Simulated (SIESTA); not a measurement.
## PbSe (Clausthalite) under changes of volume

One of the cells (29.244 Å³/atom); the others are scaled copies at fixed shape and fractional positions:

```xyz
2
Lattice="0.0000 3.0809 3.0809 3.0809 0.0000 3.0809 3.0809 3.0809 0.0000" Properties=species:S:1:pos:R:3 pbc="T T T"
Pb    0.0000    0.0000    0.0000
Se    3.0809    3.0809    3.0809
```

```yaml
Program: SIESTA 5.4.2
Functional: PBE
Potentials_or_basis: PseudoDojo 0.4 standard (PBE files)
Basis: DZP (energy shift 0.003 Ry; two zetas on semicore shells)
Grid_cutoff: 500 Ry
Energy_shift: 0.003 Ry
k_mesh: 8 × 8 × 8
Occupations: fermi-dirac, width 0.05 eV
Spin: no spin polarisation
```

```csv
volume (Å³/atom),energy over the lowest point (meV/atom),pressure (GPa),gap on the mesh (eV)
26.951,?,?,?
27.524,58.48,6.5,0.21
28.097,37.63,5.1,0.29
29.244,10.25,2.7,0.42
29.818,3.78,1.5,0.48
30.391,0.00,0.6,0.54
```

Task: What does the run at 26.951 Å³/atom give?

Result: Energy over the lowest point 84.69 meV/atom; pressure 8.1 GPa; gap on the mesh 0.13 eV.

Worked out: A Birch-Murnaghan fit of order 3 (a polynomial in V^(-2/3)) to the other rows has its minimum at 30.70 Å³/atom, just outside them, with B0 = V·E''(V) = 45 GPa and B' = 5.5. It gives 85.46 meV/atom at 26.951 Å³/atom, against the run's 84.69, and -dE/dV = 8.4 GPa, against 8.1. A straight line through the other rows of the gap, of slope 3.3 eV per unit of ln V (its deformation potential), extrapolates to 0.15 eV, against the run's 0.13.

Energies are extrapolated to zero smearing.

Caveats: spin-orbit coupling is left out, which as a rule narrows the gap of such compounds by several tenths of an eV; the basis of atomic orbitals isn't converged, which shifts pressures, moduli and gaps.

A mesh can miss the band edges.
